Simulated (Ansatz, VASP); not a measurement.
**NaI: VASP beside Ansatz**

Contents of INCAR:

```
SYSTEM = NaI
PREC = Accurate
ENCUT = 520
EDIFF = 1E-6
ISMEAR = 0
SIGMA = 0.01
LREAL = .FALSE.
LASPH = .TRUE.
NELM = 150
ALGO = Normal
ISIF = 2
LWAVE = .FALSE.
LCHARG = .TRUE.
MAGMOM = 0 0 0 0 0 0
LORBIT = 11
LSORBIT = .TRUE.
GGA_COMPAT = .FALSE.
LORBMOM = .TRUE.
GGA = PE
LVHAR = .TRUE.
NBANDS = 26
```

The input KPOINTS:

```
Automatic mesh
0
G
  6 6 6
  0 0 0
```

POSCAR

```
NaI
1.0
    0.0000000000      3.2297205820      3.2297205820
    3.2297205820      0.0000000000      3.2297205820
    3.2297205820      3.2297205820      0.0000000000
Na I
1 1
Direct
    0.0000000000      0.0000000000      0.0000000000
    0.5000000000      0.5000000000      0.5000000000
```

Input for Ansatz:

```yaml
crystal:
  lattice:
    - [0.0, 3.229720582, 3.229720582]
    - [3.229720582, 0.0, 3.229720582]
    - [3.229720582, 3.229720582, 0.0]
  atoms:
    - { symbol: Na, position: [0.0, 0.0, 0.0] }
    - { symbol: I, position: [0.5, 0.5, 0.5] }
kpoints:
  mp_grid: { grid: [6, 6, 6] }
hamiltonian:
  xc: pbe
scf:
  occupations: { method: fixed }
magnetization:
  noncollinear: true
  spin_orbit: true
output:
  optics: { e_range: [0, 17], de: 0.05, sigma: 0.1 }
```

Alike in both runs: task single point; functional PBE; k mesh 6 × 6 × 6; non-collinear spin, spin-orbit coupling.

```csv
,VASP,Ansatz
version,VASP 6.6.1,Ansatz 0.2.0
potentials or method,"VASP PAW PBE potentials, release 64 (Na_pv, I)","plane waves, PAW"
plane-wave cutoff (eV),520,420
occupations,"gaussian, width 0.01 eV",fixed
valence electrons in the cell,14,26
```

```tsv
	VASP	Ansatz	Ansatz less VASP
gap on the k mesh at the Fermi level (eV)	3.32	3.32	+0.001
net moment per atom (μB)	0.00	0.00	0.000
```

The two sets of potentials don't hold the same shells in valence. Ansatz warned: «optics_gap_not_shown_off_mesh».
